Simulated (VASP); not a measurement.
Runs of VASP 6.6.1 on ZnCu2SnSe4. Symmetry: I-4, No. 82, tetragonal system. Conventional cell: a = 5.665 Å, b = 5.665 Å, c = 11.326 Å, α = 90.00°, β = 90.00°, γ = 90.00°. Around Zn (site symmetry -4) lie 4 Se at 2.45 Å. Cu (site symmetry -4) has 4 Se at 2.39 Å as nearest neighbours. Cu (site symmetry -4) has 4 Se at 2.39 Å as nearest neighbours. Sn (site symmetry -4) has 4 Se at 2.59 Å as nearest neighbours. Se (site symmetry 1) is surrounded by 2 Cu at 2.39 Å and 1 Zn at 2.45 Å and 1 Sn at 2.59 Å. The cell comes from a database or a generator and needn't be the stable form of this composition.

```csv
task,level,potentials or basis,spin,cell,k mesh,cutoff (eV),k mesh for the DOS,occupations for the DOS,gap on the mesh (eV),pressure (GPa),largest force (eV/Å)
band structure,LDA,"VASP PAW LDA potentials, release 64 (Zn, Cu, Sn_d, Se)",off,"I-4, 22.72 Å³/atom",10 × 10 × 10,520,-,-,-,-2.2,(a)
band structure,r2SCAN,"VASP PAW PBE potentials, release 64 (Zn, Cu, Sn_d, Se)",off,"I-4, 22.72 Å³/atom",10 × 10 × 10,520,-,-,0.07,(b),0.19
band structure,PBE,"VASP PAW PBE potentials, release 64 (Zn, Cu, Sn_d, Se)","SOC, no magnetisation","I-4, 22.72 Å³/atom",6 × 6 × 6,520,-,-,-,3.5,0.04
relaxation of cell and atoms,PBEsol,"VASP PAW PBE potentials, release 64 (Zn, Cu, Sn_d, Se)",off,relaxed,10 × 10 × 10,600,-,-,0.03,0.0,0.01
band structure,PBE,"VASP PAW PBE potentials, release 64 (Zn, Cu, Sn_d, Se)",off,"I-4, 22.72 Å³/atom",10 × 10 × 10,520,-,-,-,3.4,0.05
```

Alike in all rows: smearing methfessel-paxton 0.1 eV.

Question: Fill in the values left out.

Answer: (a) 0.03; (b) 1.1.

Caveats: spin-orbit coupling is left out, which moves the levels of the heavy elements (some runs); the PAW data sets were made with another functional, which shifts forces and pressure a little (some runs).

A k mesh can miss the band edges, and rows without SOC leave out spin-orbit coupling on Se, Sn.
